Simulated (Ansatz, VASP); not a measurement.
## TePb: VASP beside Ansatz

```
Te Pb
1.0
     0.00000    3.23100    3.23100
     3.23100    0.00000    3.23100
     3.23100    3.23100    0.00000
Te Pb
1 1
Direct
  0.50000 0.50000 0.50000
  0.00000 0.00000 0.00000
```

Alike in both runs: task single point; functional PBEsol; k mesh 6 × 6 × 6; occupations gaussian, width 0.1 eV; no spin polarisation.

```csv
,VASP,Ansatz
version,VASP 6.6.1,Ansatz 0.2.0
potentials or method,"VASP PAW PBE potentials, release 64 (Te, Pb_d)","scalar-relativistic, plane waves, PAW"
plane-wave cutoff (eV),520,420
valence electrons in the cell,20,30
```

|  | VASP | Ansatz | Ansatz less VASP |
| --- | --- | --- | --- |
| gap on the k mesh at the Fermi level (eV) | 0.67 | 0.66 | -0.004 |
| least direct gap on the mesh (eV) | 0.67 | 0.66 | -0.004 |
| pressure (GPa) | -0.4 | -0.4 | +0.04 |

The two sets of potentials don't hold the same shells in valence.

Caveats: the PAW data sets were made with another functional, which shifts forces and pressure a little (VASP); spin-orbit coupling is left out, which as a rule narrows the gap of such compounds by several tenths of an eV. A k mesh can miss the band edges.
